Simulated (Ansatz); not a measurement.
# Si2W (I4/mmm) in Ansatz: a series of runs

Runs on Si2W. Level: PBEsol. Tasks: single point.

Program: Ansatz 0.2.0. These are calculated values, not measurements. Logs are shortened: lines on timing, memory, paths and dates and some standing lists are left out, and cuts for length are marked.

### 1 The crystal as given

It takes space group I4/mmm (No. 139, tetragonal). Conventional cell: a = 3.214 Å, b = 3.214 Å, c = 7.830 Å, α = 90.00°, β = 90.00°, γ = 90.00°. Around W (site symmetry 4/mmm) lie 10 Si at 2.62 Å. Si (site symmetry 4mm) is surrounded by 5 Si at 2.59 to 2.63 Å and 5 W at 2.62 Å.

### 2 Single point, PBEsol, 12.67 Å³/atom (volume scaled by 0.94)

input.yaml reads:

```yaml
crystal:
  lattice:
    - [-1.5740969181, 1.5740969181, 3.8350306363]
    - [1.5740969181, -1.5740969181, 3.8350306363]
    - [1.5740969181, 1.5740969181, -3.8350306363]
  atoms:
    - { symbol: W, position: [0.0, 0.0, 0.0] }
    - { symbol: Si, position: [0.6653, 0.6653, 0.0] }
    - { symbol: Si, position: [0.3347, 0.3347, 0.0] }
kpoints:
  mp_grid: { grid: [12, 12, 12] }
scf:
  occupations: { method: fermi_dirac, width: 0.05 }
hamiltonian:
  xc: pbesol
  pseudopotentials: { kind: all_electron, lapw: { basis_error: 0.001 } }
output:
  forces: true
  stress: true
  eigenvalues: true
```

Potentials or basis: all-electron LAPW, scalar-relativistic.

Launch:

```console
$ ansatz run input.yaml --threads 2 --pin off --max-ram 8192MiB --backend cpu --events-out ev --progress --plain --runs-dir out
```

Output:

```text
Warning: RAYON_NUM_THREADS=2 ignored (pool sized by the plan → 2); use --threads N
LAPW: plane waves up to 8.142 Å⁻¹, error target 1.0e-3 eV per atom; small_component_spin mean_spin; Si in spheres of 1.123 Å, 12 of its electrons in bands, Dirac shells []; W in spheres of 1.439 Å, 38 of its electrons in bands, Dirac shells [] (how accurate: hamiltonian.pseudopotentials.lapw.basis_error, Limitations)
Engine: ansatz 0.2.0, aarch64-unknown-linux-gnu
Pseudopotentials: kind: all_electron
Pseudopotential: W, LAPW, valence charge 38, lapw/all_electron/scalar/gaussian/W, Koelling and Harmon's equation, gaussian nucleus
Pseudopotential: Si, LAPW, valence charge 12, lapw/all_electron/scalar/gaussian/Si, Koelling and Harmon's equation, gaussian nucleus
Functional definition: PBEsol
  exchange = pbesol_x
  correlation = pbesol_c
Crystal: 3 atoms, lattice volume = 38.009 Å³
Basis set: ecut = 252.5572360312252 eV, 329 PW (Γ), FFT grids on a1+a3, a2+a3, a3, exchange–correlation at level 2
Bands: 38, of which v1, the nominal top of the filled ones, is band 31 counted from 1 (30 counted from 0)
Symmetry: 16 space group operations
Space group: I4/mmm (ITA 139), of the structure as read, at distance tolerance 3.4e-5 Å
k-points: 163 of 1728
Non-local potential: W, projectors of the file, none
Non-local potential: Si, projectors of the file, none
Initial density: superposition of atomic densities (chi_scale 0.1, normalization cell, long waves kept (reshape's long-wave potential 0.00 eV rms))
Initial wavefunctions: plane waves of lowest kinetic energy (no species holds an atomic orbital)
Functional: x = pbesol(κ = 0.804, μ = 0.12345679012345678), c = pbesol(β = 0.046)
iter 1 solved again at ethr=3.55e-4 eV; its pass at ethr=1.00e-1 eV (dr2=2.20e-1 eV) is discarded
SCF iter   1: F=—  HF=-454831.371591 eV  |F-HF|=—  |Δ(HF+E_count)|=         —  Δρ=2.82e-2  dr2=2.20e-1  ethr=3.55e-4  ⟨swp⟩=2.7  Hψ=40376  notcnv=0
preconditioner: auto → Kerker (q_TF=auto, 2.960 Å⁻¹)  [metal: Δε(μ)=0.107 eV  Ē_g=21.163 eV  σ=0.050 eV  W_gap=0.46  n_scr=14 (ndim 8)  ℏωp=31.9 eV  f_vac=0.000  D(μ)=0.20/eV (n_scr^D=0)]
SCF iter   2: F=—  HF=-454831.248509 eV  |F-HF|=—  |Δ(HF+E_count)|=   1.23e-1  Δρ=2.09e-2  dr2=2.32e-1  ethr=3.55e-4  ⟨swp⟩=2.0  Hψ=18414  notcnv=0
SCF iter   3: F=—  HF=-454831.189772 eV  |F-HF|=—  |Δ(HF+E_count)|=   5.87e-2  Δρ=1.11e-2  dr2=4.91e-2  ethr=3.55e-4  ⟨swp⟩=2.0  Hψ=18313  notcnv=0
SCF iter   4: F=—  HF=-454831.170371 eV  |F-HF|=—  |Δ(HF+E_count)|=   1.94e-2  Δρ=4.07e-3  dr2=9.44e-3  ethr=7.92e-5  ⟨swp⟩=2.0  Hψ=17472  notcnv=0
iter 5 solved again at ethr=1.05e-6 eV; its pass at ethr=1.52e-5 eV (dr2=6.49e-4 eV) is discarded
SCF iter   5: F=—  HF=-454831.170135 eV  |F-HF|=—  |Δ(HF+E_count)|=         —  Δρ=9.04e-4  dr2=6.48e-4  ethr=1.05e-6  ⟨swp⟩=2.0  Hψ=29888  notcnv=0
the basis was enlarged: its passes take 481.4 KiB over the memory plan, 2 of 2 planned eigensolver slots
SCF iter   6: F=—  HF=-454831.168481 eV  |F-HF|=—  |Δ(HF+E_count)|=   1.65e-3  Δρ=3.95e-4  dr2=6.08e-5  ethr=1.05e-6  ⟨swp⟩=2.0  Hψ=17297  notcnv=0
SCF iter   7: F=—  HF=-454831.168468 eV  |F-HF|=—  |Δ(HF+E_count)|=   1.27e-5  Δρ=1.87e-4  dr2=2.05e-5  ethr=9.81e-8  ⟨swp⟩=2.0  Hψ=17293  notcnv=0
SCF iter   8: F=—  HF=-454831.168465 eV  |F-HF|=—  |Δ(HF+E_count)|=   3.40e-6  Δρ=3.88e-5  dr2=6.69e-7  ethr=3.31e-8  ⟨swp⟩=2.0  Hψ=17293  notcnv=0
SCF iter   9: F=-454831.168465 eV  HF=-454831.168465 eV  |F-HF|=2.22e-8  |Δ(HF+E_count)|=   5.84e-8  Δρ=1.19e-5  dr2=5.27e-8  ethr=1.08e-9  ⟨swp⟩=2.1  Hψ=17304  notcnv=0
SCF 1 converged in 9 iterations: F = -454831.168465 eV  dr2 = 5.27e-8
SCF converged after 9 iterations
Free energy (F): -454831.168465 eV
Harris-Foulkes:  -454831.168465 eV  (|F-HF|=2.22e-8)
Internal energy: -454831.166694 eV  (E = F + TS)
E sigma→0 (E₀):  -454831.167579 eV
Entropy (-TS):   -0.001771 eV (-0.590 meV/atom)
Fermi energy:    21.899087 eV
--- Per-component energies (eV) ---
  E_band       = -3429.789526
  E_kinetic    = 507502.679018
  E_xc         = -9818.286016
  E_electrostatic = -952515.559695  (all electrons and nuclei)
  E_smearing   = -0.001771  (= −TS)
  E_closure    = 0.000000  (closes the sum)
  E_atoms      = -454806.133930  (free atoms, spherical and without spin; not in F)
  Σ components = -454831.168465   (vs F -454831.168465, Δ=0.00e0)
  Basis errors (estimates in eV, not in F): energy 3.3e-4 per atom: plane waves 2.8e-4 (1.5e-4 summed), levels above the bands 9.5e-74, relativity 2.4e-8, radial functions 4.4e-5, core shells 5.7e-7; eigenvalues (radial functions only) 1.9e-6; not estimated: angular momenta, meshes, grids; target (lapw.basis_error) 1.0e-3; muffin-tin radii Si 1.123 Å, W 1.439 Å
--- Forces (eV/Å), atoms counted from 1 ---
  atom   1  W     -0.00000000     0.00000000     0.00000000
  atom   2  Si     0.00000000    -0.00000000     0.19303792
  atom   3  Si     0.00000000    -0.00000000    -0.19303792
  max |Σ_I F_I| component: 2.78e-17 eV/Å
--- Stress (GPa, compression-positive) ---
       13.052379      -0.000000       0.000000
       -0.000000      13.052379       0.000000
        0.000000       0.000000      15.883009
  P = ⅓ Tr σ = 13.9959 GPa (139.959 kbar)
--- Band table (eV; the first three rows and the last of 163) ---
  k-point 0: bands = ["-210.6558", "-210.6190", "-210.6146", "-210.5948", "-210.5948", "-112.1687", "-112.1661", "-68.4542", "-68.4542", "-68.4484", "-68.4484", "-68.4447", "-68.4348", "-51.7705", "-16.1316", "-16.0726", "-16.0726", "-6.0214", "-6.0214", "-5.9866", "-5.9827", "-5.9677", "-5.9677", "-5.9594", "7.2841", "14.6021", "18.2032", "18.2425", "18.8542", "18.8542", "22.5234", "24.5709", "25.0454", "25.1445", "25.1445", "26.8370", "28.0009", "28.0009"]
  k-point 1: bands = ["-210.6558", "-210.6190", "-210.6146", "-210.5948", "-210.5948", "-112.1687", "-112.1662", "-68.4543", "-68.4538", "-68.4491", "-68.4483", "-68.4443", "-68.4348", "-51.7691", "-16.1280", "-16.0912", "-16.0887", "-6.0217", "-6.0216", "-5.9861", "-5.9823", "-5.9680", "-5.9679", "-5.9597", "7.5230", "14.8195", "17.4763", "18.2549", "18.2734", "19.6446", "21.4174", "24.7565", "25.3051", "25.3232", "25.3925", "26.8125", "28.1725", "28.6404"]
  k-point 2: bands = ["-210.6558", "-210.6190", "-210.6146", "-210.5948", "-210.5948", "-112.1685", "-112.1663", "-68.4545", "-68.4528", "-68.4509", "-68.4483", "-68.4436", "-68.4350", "-51.7652", "-16.1400", "-16.1325", "-16.1183", "-6.0223", "-6.0220", "-5.9846", "-5.9812", "-5.9687", "-5.9683", "-5.9604", "8.2132", "15.3692", "16.7226", "17.0920", "18.4959", "19.5603", "20.1764", "24.7604", "25.7184", "25.8409", "26.2703", "26.3358", "29.3030", "29.5893"]
  k-point 162: bands = ["-210.6558", "-210.6190", "-210.6146", "-210.5948", "-210.5948", "-112.1681", "-112.1668", "-68.4547", "-68.4547", "-68.4479", "-68.4479", "-68.4410", "-68.4386", "-51.7702", "-16.1564", "-16.0743", "-16.0743", "-6.0215", "-6.0215", "-5.9863", "-5.9823", "-5.9681", "-5.9681", "-5.9596", "9.7242", "10.4364", "17.6332", "19.1078", "21.0616", "21.0616", "21.3251", "21.3251", "22.7255", "26.6677", "27.5021", "28.0579", "30.0888", "30.6435"]
```

Run time: 31 s. Hardware: 2 threads of Arm Neoverse V2, shared host; peak memory 0.73 GiB.

What came out:

```yaml
Free_energy: -454831.1685 eV
Pressure: 14.0 GPa
Largest_force: 0.193 eV/Å
Band_gap_on_the_k_mesh: none (metal or under the smearing width)
```

### 3 Single point, PBEsol, 12.94 Å³/atom (volume scaled by 0.96)

input.yaml: that of step 2 with these lines changed.

```diff
@@ -2,5 +2,5 @@
   lattice:
-    - [-1.5740969181, 1.5740969181, 3.8350306363]
-    - [1.5740969181, -1.5740969181, 3.8350306363]
-    - [1.5740969181, 1.5740969181, -3.8350306363]
+    - [-1.5851824729, 1.5851824729, 3.8620387842]
+    - [1.5851824729, -1.5851824729, 3.8620387842]
+    - [1.5851824729, 1.5851824729, -3.8620387842]
   atoms:
```

Potentials or basis: all-electron LAPW, scalar-relativistic.

Launch:

```console
$ ansatz run input.yaml --threads 2 --pin off --max-ram 8192MiB --backend cpu --events-out ev --progress --plain --runs-dir out
```

Wall time 32 s (2 threads of Arm Neoverse V2, shared host); peak memory 0.73 GiB.

The run converged. Its results:

| Property | Result |
| --- | --- |
| Free energy | -454831.2239 eV |
| Pressure | 8.1 GPa |
| Largest force | 0.132 eV/Å |
| Band gap on the k mesh | none (metal or under the smearing width) |

### 4 Single point, PBEsol, 13.21 Å³/atom (volume scaled by 0.98)

input.yaml: that of step 3 with these lines changed.

```diff
@@ -2,5 +2,5 @@
   lattice:
-    - [-1.5851824729, 1.5851824729, 3.8620387842]
-    - [1.5851824729, -1.5851824729, 3.8620387842]
-    - [1.5851824729, 1.5851824729, -3.8620387842]
+    - [-1.5961151113, 1.5961151113, 3.8886743761]
+    - [1.5961151113, -1.5961151113, 3.8886743761]
+    - [1.5961151113, 1.5961151113, -3.8886743761]
   atoms:
```

Launch:

```console
$ ansatz run input.yaml --threads 2 --pin off --max-ram 8192MiB --backend cpu --events-out ev --progress --plain --runs-dir out
```

Run time: 32 s. Hardware: 2 threads of Arm Neoverse V2, shared host; peak memory 0.73 GiB.

Results (log left out):

```yaml
Free_energy: -454831.2510 eV
Pressure: 2.8 GPa
Largest_force: 0.074 eV/Å
Band_gap_on_the_k_mesh: none (metal or under the smearing width)
```

### 5 Single point, PBEsol, 13.48 Å³/atom

input.yaml: that of step 4 with these lines changed.

```diff
@@ -2,5 +2,5 @@
   lattice:
-    - [-1.5961151113, 1.5961151113, 3.8886743761]
-    - [1.5961151113, -1.5961151113, 3.8886743761]
-    - [1.5961151113, 1.5961151113, -3.8886743761]
+    - [-1.6069, 1.6069, 3.91495]
+    - [1.6069, -1.6069, 3.91495]
+    - [1.6069, 1.6069, -3.91495]
   atoms:
```

Launch:

```console
$ ansatz run input.yaml --threads 2 --pin off --max-ram 8192MiB --backend cpu --events-out ev --progress --plain --runs-dir out
```

It took 32 s on 2 threads of Arm Neoverse V2, shared host; peak memory 0.73 GiB.

Results (log left out):

| Property | Result |
| --- | --- |
| Free energy | -454831.2527 eV |
| Pressure | -2.0 GPa |
| Largest force | 0.019 eV/Å |
| Band gap on the k mesh | none (metal or under the smearing width) |

### 6 Single point, PBEsol, 13.75 Å³/atom (volume scaled by 1.02)

input.yaml: that of step 5 with these lines changed.

```diff
@@ -2,5 +2,5 @@
   lattice:
-    - [-1.6069, 1.6069, 3.91495]
-    - [1.6069, -1.6069, 3.91495]
-    - [1.6069, 1.6069, -3.91495]
+    - [-1.617542032, 1.617542032, 3.9408775768]
+    - [1.617542032, -1.617542032, 3.9408775768]
+    - [1.617542032, 1.617542032, -3.9408775768]
   atoms:
```

Potentials or basis: all-electron LAPW, scalar-relativistic.

Launch:

```console
$ ansatz run input.yaml --threads 2 --pin off --max-ram 8192MiB --backend cpu --events-out ev --progress --plain --runs-dir out
```

It took 31 s on 2 threads of Arm Neoverse V2, shared host; peak memory 0.73 GiB.

The run converged. Its results:

* Free energy: -454831.2316 eV
* Pressure: -6.3 GPa
* Largest force: 0.031 eV/Å
* Band gap on the k mesh: none (metal or under the smearing width)

### 7 Single point, PBEsol, 14.02 Å³/atom (volume scaled by 1.04)

input.yaml: that of step 6 with these lines changed.

```diff
@@ -2,5 +2,5 @@
   lattice:
-    - [-1.617542032, 1.617542032, 3.9408775768]
-    - [1.617542032, -1.617542032, 3.9408775768]
-    - [1.617542032, 1.617542032, -3.9408775768]
+    - [-1.628045846, 1.628045846, 3.966468408]
+    - [1.628045846, -1.628045846, 3.966468408]
+    - [1.628045846, 1.628045846, -3.966468408]
   atoms:
```

Launch:

```console
$ ansatz run input.yaml --threads 2 --pin off --max-ram 8192MiB --backend cpu --events-out ev --progress --plain --runs-dir out
```

Wall time 30 s (2 threads of Arm Neoverse V2, shared host); peak memory 0.7 GiB.

The run converged. Its results:

* Free energy: -454831.1901 eV
* Pressure: -10.1 GPa
* Largest force: 0.079 eV/Å
* Band gap on the k mesh: none (metal or under the smearing width)

### 8 Single point, PBEsol, 14.29 Å³/atom (volume scaled by 1.06)

input.yaml: that of step 7 with these lines changed.

```diff
@@ -2,5 +2,5 @@
   lattice:
-    - [-1.628045846, 1.628045846, 3.966468408]
-    - [1.628045846, -1.628045846, 3.966468408]
-    - [1.628045846, 1.628045846, -3.966468408]
+    - [-1.6384158444, 1.6384158444, 3.9917332191]
+    - [1.6384158444, -1.6384158444, 3.9917332191]
+    - [1.6384158444, 1.6384158444, -3.9917332191]
   atoms:
```

Launch:

```console
$ ansatz run input.yaml --threads 2 --pin off --max-ram 8192MiB --backend cpu --events-out ev --progress --plain --runs-dir out
```

Wall time 30 s (2 threads of Arm Neoverse V2, shared host); peak memory 0.7 GiB.

Results (log left out):

```
Free energy            : -454831.1302 eV
Pressure               : -13.6 GPa
Largest force          : 0.125 eV/Å
Band gap on the k mesh : none (metal or under the smearing width)
```

### 9 For comparison

An earlier run on the cell as given: functional PBEsol; potentials or basis all-electron LAPW, scalar-relativistic; cutoff 239 eV (chosen from the basis error); basis error allowed 0.001 eV/atom; k mesh 12 × 12 × 12; occupations fermi-dirac, width 0.05 eV; no spin polarisation.

* Pressure: -2.0 GPa
* Largest force: 0.019 eV/Å
* Band gap on the k mesh: none (metal or under the smearing width)
